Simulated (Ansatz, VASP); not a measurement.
## Na: VASP beside Ansatz

INCAR

```
PREC     = Accurate       # precision mode
ENCUT    = 520            # plane-wave cutoff, eV
EDIFF    = 1E-7           # SCF threshold, eV
ISMEAR   = -1             # smearing method
SIGMA    = 0.05           # smearing width, eV
LREAL    = False          # projectors in reciprocal space
LASPH    = True           # aspherical terms in the spheres
NELM     = 80             # most SCF steps
ALGO     = Normal         # electronic algorithm
ISIF     = 2              # what is computed and relaxed
LWAVE    = False          # write WAVECAR
LCHARG   = False          # write CHGCAR
GGA      = PS             # functional
NBANDS   = 14             # bands
```

Contents of KPOINTS:

```
regular mesh
0
Gamma
  13 13 7
```

File POSCAR:

```
Na
1.0
    3.6916609776      0.0000000000      0.0000000000
   -1.8458304888      3.1970721888      0.0000000000
    0.0000000000      0.0000000000      6.1540000000
Na
2
Direct
    0.3333333333      0.6666666667      0.2500000000
    0.6666666667      0.3333333333      0.7500000000
```

Input for Ansatz:

```yaml
crystal:
  lattice:
    - [3.6916609776, 0.0, 0.0]
    - [-1.8458304888, 3.1970721888, 0.0]
    - [0.0, 0.0, 6.154]
  atoms:
    - { symbol: Na, position: [0.3333333333, 0.6666666667, 0.25] }
    - { symbol: Na, position: [0.6666666667, 0.3333333333, 0.75] }
kpoints:
  mp_grid: { grid: [13, 13, 7] }
  band_path:
    path:
      - [0.0, 0.0, 0.0]
      - [0.5, 0.0, 0.0]
      - [0.3333333333, 0.3333333333, 0.0]
      - [0.0, 0.0, 0.0]
      - [0.0, 0.0, 0.5]
      - [0.5, 0.0, 0.5]
      - [0.3333333333, 0.3333333333, 0.5]
      - [0.0, 0.0, 0.5]
      - [0.5, 0.0, 0.5]
    npoints: 5
scf:
  occupations: { method: fermi_dirac, width: 0.05 }
hamiltonian:
  xc: pbesol
  pseudopotentials: { kind: all_electron, lapw: { basis_error: 0.00025 } }
output:
  forces: true
  stress: true
  eigenvalues: true
```

Change from the starting cell: equal xx and yy strain of -2 %.

Alike in both runs: task single point; functional PBEsol; k mesh 13 × 13 × 7; occupations fermi-dirac, width 0.05 eV; no spin polarisation.

```csv
,VASP,Ansatz
version,VASP 6.6.1,Ansatz 0.2.0
potentials or method,"VASP PAW PBE potentials, release 64 (Na_pv)","all-electron LAPW, scalar-relativistic"
plane-wave cutoff (eV),520,see its input
```

```csv
,VASP,Ansatz,Ansatz less VASP
pressure (GPa),0.0,0.0,0.00
largest component of the traceless stress (GPa),0.06,0.06,+0.001
```

Ansatz ran all-electron here, so the differences hold the error of VASP's frozen core and of both bases.

Caveats: the PAW data sets were made with another functional, which shifts forces and pressure a little (VASP).
